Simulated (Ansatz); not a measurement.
All numbers below come from DFT PBE, scalar-relativistic, plane waves, PAW (Ansatz 0.2.0). All cells share a 420 eV cutoff and Γ-centred k meshes spaced at most about 0.3 Å⁻¹ (about 0.25 or finer for metals, 2π included). No spin polarisation in the final relaxations.

All energies are static (0 K, no zero-point motion).

Compare these two cells of In₃Sb₂As, each relaxed at this level.

A. Space group Pmm2 (No. 25), orthorhombic, a = 3.037 Å, b = 18.157 Å, c = 3.045 Å. In on a site of symmetry mm2 is surrounded by 4 In at 3.04–3.05 Å and 2 Sb at 3.11 Å; In on a site of symmetry m is surrounded by 1 As at 2.87 Å, 4 In at 3.04–3.05 Å and 1 Sb at 3.15 Å; Sb has 4 Sb at 3.04–3.05 Å and 2 In at 3.11–3.15 Å; As has 2 In at 2.87 Å and 4 As at 3.04–3.05 Å.

B. Space group P3m1 (No. 156), trigonal, a = 4.590 Å, c = 11.242 Å. In on its first site has 1 As at 2.68 Å and 3 Sb at 2.84 Å; In on its second site is surrounded by 4 Sb at 2.84–2.86 Å; around In on its third site lie 3 As at 2.77 Å and 1 Sb at 2.88 Å; Sb on its first site is surrounded by 4 In at 2.84–2.86 Å; As has 4 In at 2.68–2.77 Å; 1 more site not described.

Problem. Which would you expect to be lower, and how large is the difference?

Solution. B is lower, by 242 meV/atom. A has space group Pmm2 (No. 25), 28.0 Å³/atom and no gap on its mesh; B has Sb and As ordered on zinc blende sites, space group P3m1 (No. 156), 34.2 Å³/atom and no gap. Counting As or Sb atoms around In (for each partner element, those within 1.25 times its shortest distance or 1.15 times the sum of covalent radii, where it is the nearest in units of that sum or under 1.3), A has In 2 and B has In 4. A holds Sb–Sb nets (shortest 3.04 Å); in B the shortest Sb–Sb distance is 4.59 Å. The lower one is the more open, so pressure narrows the difference. Both come from invented guesses.

These runs have no spin–orbit coupling, which can matter for Sb. The zero gap of P3m1 may come from the functional, which often closes small gaps. Cells relaxed within their symmetry can be saddle points.

The 242 meV/atom preference for B reflects the octet bonding of III–V compounds. With Sb and As on the anion sites, every contact is between In and a pnictogen, and the electron count just fills the bonding sp³ states while leaving the antibonding ones empty. A gives up much of this polar covalent bonding for like-atom layers. Its As–As contacts of 3.04–3.05 Å are far longer than a normal single bond, so they probably recover little of the lost energy.

B still carries some size mismatch: its In–As distances spread over 2.68–2.77 Å, which suggests that the larger Sb stretches part of the In–As network. This strain is evidently a small cost beside that of A's layering. The smaller volume of A fits the familiar tendency of III–V compounds to leave open tetrahedral networks under compression, but does not make A the phase that would form. Nor does the comparison show that B is stable against separation into InAs and InSb, or favoured over other anion arrangements.
